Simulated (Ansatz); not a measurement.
Starting cell, Li3N (Li3N type, space group P6/mmm):

```yaml
crystal:
  lattice:
    - [3.63435, 0.00000, 0.00000]
    - [-1.81718, 3.14744, 0.00000]
    - [0.00000, 0.00000, 3.86452]
  atoms:
    - { symbol: Li, position: [0.00000, 0.00000, 0.50000] }
    - { symbol: Li, position: [0.33333, 0.66667, 0.00000] }
    - { symbol: Li, position: [0.66667, 0.33333, 0.00000] }
    - { symbol: N, position: [0.00000, 0.00000, 0.00000] }
```

The atoms are displaced by Q × the pattern below (from a DFPT mode at Γ, largest move 1; Q in Å), at fixed cell.

| atom | x | y | z |
|---|---|---|---|
| Li1 | 0.000 | 0.000 | -1.000 |
| Li2 | 0.000 | 0.000 | 0.025 |
| Li3 | 0.000 | 0.000 | 0.025 |
| N4 | 0.000 | 0.000 | 0.471 |

The numbers are results of PBE (plane waves to 420 eV, PAW, scalar-relativistic; Ansatz, an electronic-structure program), not measurements. k mesh 10×10×9 (Γ-centred), Fermi-Dirac smearing 0.05 eV. Li3N was relaxed with its symmetry unable to fall.

At one point of the scan the forces (eV/Å) are:

```
atom     Fx     Fy      Fz
----  -----  -----  ------
Li1   0.000  0.000  -1.001
Li2   0.000  0.000   0.024
Li3   0.000  0.000   0.024
N4    0.000  0.000   0.954
```

Which point is it?
A. Q = -0.083 Å
B. Q = -0.050 Å
C. Q = -0.100 Å
D. Q = -0.067 Å

A, Q = -0.083 Å

(A displaced cell: forces are minus the slopes of the energy, force constants its curvatures, and phonons follow from these.)
